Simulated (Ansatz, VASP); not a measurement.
One calculation of MgI2, two programs

```xyz
3
Lattice="4.1286 0.0000 0.0000 -2.0643 3.5755 0.0000 0.0000 0.0000 7.1297" Properties=species:S:1:pos:R:3 pbc="T T T"
Mg    0.0000    0.0000    0.0000
I     0.0000    2.3837    5.4588
I     2.0643    1.1918    1.6709
```

Alike in both runs: task single point; functional PBEsol; k mesh 6 × 6 × 4; occupations gaussian, width 0.02 eV; no spin polarisation.

|  | VASP | Ansatz |
| --- | --- | --- |
| version | VASP 6.6.1 | Ansatz 0.2.0 |
| potentials or method | VASP PAW PBE potentials, release 64 (Mg, I) | scalar-relativistic, plane waves, PAW |
| plane-wave cutoff (eV) | 520 | 420 |
| valence electrons in the cell | 16 | 44 |

```tsv
	VASP	Ansatz	Ansatz less VASP
gap on the k mesh at the Fermi level (eV)	3.54	3.55	+0.011
least direct gap on the mesh (eV)	3.69	3.70	+0.007
pressure (GPa)	-0.1	0.0	+0.02
largest component of the traceless stress (GPa)	0.07	0.07	+0.004
```

The two sets of potentials don't hold the same shells in valence.

Caveats: the PAW data sets were made with another functional, which shifts forces and pressure a little (VASP); spin-orbit coupling is left out, which moves the levels of the heavy elements; this functional lacks dispersion, which binds the layers, so the pressure and a relaxed spacing across them are unreliable. A k mesh can miss the band edges. As with any semilocal functional, this PBEsol gap is likely too small.
